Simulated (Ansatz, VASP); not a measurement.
**Two plane-wave programs on KBr**

POSCAR

```
KBr
1.0
    0.0000000000      3.4571250000      3.4571250000
    3.4571250000      0.0000000000      3.4571250000
    3.4571250000      3.4571250000      0.0000000000
K Br
1 1
Direct
    0.0000000000      0.0000000000      0.0000000000
    0.5000000000      0.5000000000      0.5000000000
```

INCAR.step1

```
PREC = Accurate ; ENCUT = 520
ISMEAR = 0 ; SIGMA = 0.05
LREAL = F ; LASPH = T
NELM = 100 ; NBANDS = 15
GGA = PE ; ALGO = Normal
EDIFF = 1E-4 ; LWAVE = T
LCHARG = F
```

INCAR.step2

```
PREC = Accurate ; ENCUT = 520
EDIFF = 1E-6 ; ISMEAR = 0
SIGMA = 0.05 ; LREAL = F
LASPH = T ; NELM = 100
ALGO = Normal ; ISIF = 2
LWAVE = F ; LCHARG = F
METAGGA = R2SCAN ; LMIXTAU = T
NBANDS = 15 ; ISTART = 1
```

File KPOINTS:

```
regular mesh
0
Gamma
  6 6 6
```

Input for Ansatz:

```yaml
crystal:
  lattice:
    - [0.0, 3.457125, 3.457125]
    - [3.457125, 0.0, 3.457125]
    - [3.457125, 3.457125, 0.0]
  atoms:
    - { symbol: K, position: [0.0, 0.0, 0.0] }
    - { symbol: Br, position: [0.5, 0.5, 0.5] }
basis:
  ecutwfc: 500
kpoints:
  mp_grid: { grid: [6, 6, 6] }
hamiltonian:
  xc: r2scan
scf:
  occupations: { method: gaussian, width: 0.05 }
output:
  forces: true
  stress: true
  eigenvalues: true
```

Change from the starting cell: strain +0.050 along x and y, +0.050 along z, atoms carried along.

Alike in both runs: task single point; functional r2SCAN; k mesh 6 × 6 × 6; occupations gaussian, width 0.05 eV; no spin polarisation.

```csv
,VASP,Ansatz
version,VASP 6.6.1,Ansatz 0.2.0
potentials or method,"VASP PAW PBE potentials, release 64 (K_sv, Br)","scalar-relativistic, plane waves, PAW"
plane-wave cutoff (eV),520,500
valence electrons in the cell,16,16
```

VASP gave:

```
gap on the k mesh at the Fermi level (eV) : 4.72
least direct gap on the mesh (eV)         : 4.72
pressure (GPa)                            : -1.6
```

Question: What did Ansatz give for the same quantities?

Answer: gap on the k mesh at the Fermi level (eV): 4.71; least direct gap on the mesh (eV): 4.71; pressure (GPa): -1.5.

Caveats: the PAW data sets were made with another functional, which shifts forces and pressure a little (VASP).
